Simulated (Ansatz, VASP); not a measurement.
# W: VASP beside Ansatz

```
CELL_PARAMETERS angstrom
2.82252 0.00000 0.00000
-1.41126 2.44438 0.00000
0.00000 0.00000 4.60918
ATOMIC_POSITIONS crystal
W 0.33333 0.66667 0.25000
W 0.66667 0.33333 0.75000
```

This isn't the form of W at room conditions, which is bcc.

Alike in both runs: task relaxation of cell and atoms; functional LDA; k mesh 18 × 18 × 10; occupations gaussian, width 0.1 eV; no spin polarisation.

|  | VASP | Ansatz |
| --- | --- | --- |
| version | VASP 6.6.1 | Ansatz 0.2.0 |
| potentials or method | VASP PAW LDA potentials, release 64 (W_sv) | scalar-relativistic, plane waves, PAW |
| plane-wave cutoff (eV) | 600 | 420 |
| valence electrons in the cell | 28 | 28 |

|  | VASP | Ansatz | Ansatz less VASP |
| --- | --- | --- | --- |
| gap on the k mesh at the Fermi level, each at its own relaxed structure (eV) | none | none | - |
| relaxed volume (Å³/atom) | 15.83 | 15.74 | -0.091 |
| relaxed cell length with the largest relative difference (Å) | 2.741 | 2.735 | -0.0059 |
| energy change over the relaxation (meV/atom) | -57 | -60 | -3.1 |

A gap of «none» marks a metal or a gap that the smearing closes.

Spin-orbit coupling is left out, which matters for the levels of W.
